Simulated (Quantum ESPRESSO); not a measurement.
Crystal: CoO.

```
Co O
1.0
     2.85630    0.00000    0.00000
    -1.42815    2.47363    0.00000
     0.00000    0.00000    2.78761
Co O
1 1
Cartesian
  0.0000 0.0000 0.0000
  1.4281 0.8245 1.3938
```

Measurements of this composition are mostly on another form, of space group No. 225.

Base run:

| Item | Value |
| --- | --- |
| Program | Quantum ESPRESSO 7.5 |
| Functional | LDA |
| Potentials or basis | SSSP 1.3 efficiency PBE |
| Cutoff | 748 eV |
| Density cutoff | 5987 eV |
| k mesh | 11 × 11 × 10 |
| Occupations | fermi-dirac, width 0.05 eV |
| Spin | collinear spin, ferromagnetic start |
| Starting moments | [2.0, 0.0] μB |
| Hubbard terms | Co d U = 2 eV |

Its results: band gap on the k mesh none (metal or under the smearing width); pressure -20.5 GPa; net moment 3.00 μB per cell; site moments Co +2.55; O +0.37 μB.

**Question.** The run is repeated on the same cell with these changes: hubbard terms from Co d U = 2 eV to none. What comes out?

**Answer.** Band gap on the k mesh none (metal or under the smearing width); pressure -24.9 GPa; net moment 3.00 μB per cell; site moments Co +2.50; O +0.43 μB.

Caveats: the potentials were made for another functional, which shifts forces and pressure; a cell with one magnetic atom can't hold antiferromagnetic order, which such compounds often take; semilocal functionals often make such compounds metallic where correlation or magnetic order opens a gap, which also shifts bond lengths (some runs).
